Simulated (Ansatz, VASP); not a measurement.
One calculation of BAs, two programs

The input INCAR:

```
ALGO = Normal
EDIFF = 1E-6
ENCUT = 520
GGA = PS
ISIF = 2
ISMEAR = -1
ISPIN = 2
LASPH = T
LCHARG = F
LORBIT = 11
LREAL = F
LWAVE = F
MAGMOM = 0.5 0
NBANDS = 15
NELM = 150
PREC = Accurate
SIGMA = 0.15
```

The input KPOINTS:

```
k-points
0
Gamma
  10 10 10
```

File POSCAR:

```
BAs
1.0
    0.0000000000      2.3724693156      2.3724693156
    2.3724693156      0.0000000000      2.3724693156
    2.3724693156      2.3724693156      0.0000000000
As B
1 1
Direct
    0.7500000000      0.7500000000      0.7500000000
    0.0000000000      0.0000000000      0.0000000000
```

input.yaml

```yaml
crystal:
  lattice:
    - [0.0, 2.3724693156, 2.3724693156]
    - [2.3724693156, 0.0, 2.3724693156]
    - [2.3724693156, 2.3724693156, 0.0]
  atoms:
    - { symbol: As, position: [0.75, 0.75, 0.75], spin: 0.5 }
    - { symbol: B, position: [0.0, 0.0, 0.0] }
kpoints:
  mp_grid: { grid: [10, 10, 10] }
scf:
  occupations: { method: fermi_dirac, width: 0.15 }
hamiltonian:
  xc: pbesol
  pseudopotentials:
    kind: all_electron
    lapw: { basis_error: 0.001 }
    dirac_shells: { As: ["3p"] }
magnetization:
  spin_polarized: true
output:
  forces: true
  stress: true
  eigenvalues: true
```

Change from the starting cell: volume scaled by 0.98.

Alike in both runs: task single point; functional PBEsol; k mesh 10 × 10 × 10; occupations fermi-dirac, width 0.15 eV; collinear spin.

|  | VASP | Ansatz |
| --- | --- | --- |
| version | VASP 6.6.1 | Ansatz 0.2.0 |
| potentials or method | VASP PAW PBE potentials, release 64 (As, B) | all-electron LAPW, inner shells corrected to Dirac's equation |
| plane-wave cutoff (eV) | 520 | see its input |

|  | VASP | Ansatz | Ansatz less VASP |
| --- | --- | --- | --- |
| gap on the k mesh at the Fermi level (eV) | 1.06 | 1.07 | +0.012 |
| least direct gap on the mesh (eV) | 3.27 | 3.27 | +0.006 |
| pressure (GPa) | 3.0 | 2.1 | -0.99 |
| net moment per atom (μB) | 0.00 | 0.00 | 0.000 |

Ansatz ran all-electron here, so the differences hold the error of VASP's frozen core and of both bases.

Caveats: the PAW data sets were made with another functional, which shifts forces and pressure a little (VASP); the starting moments weren't kept (Ansatz). A k mesh can miss the band edges.
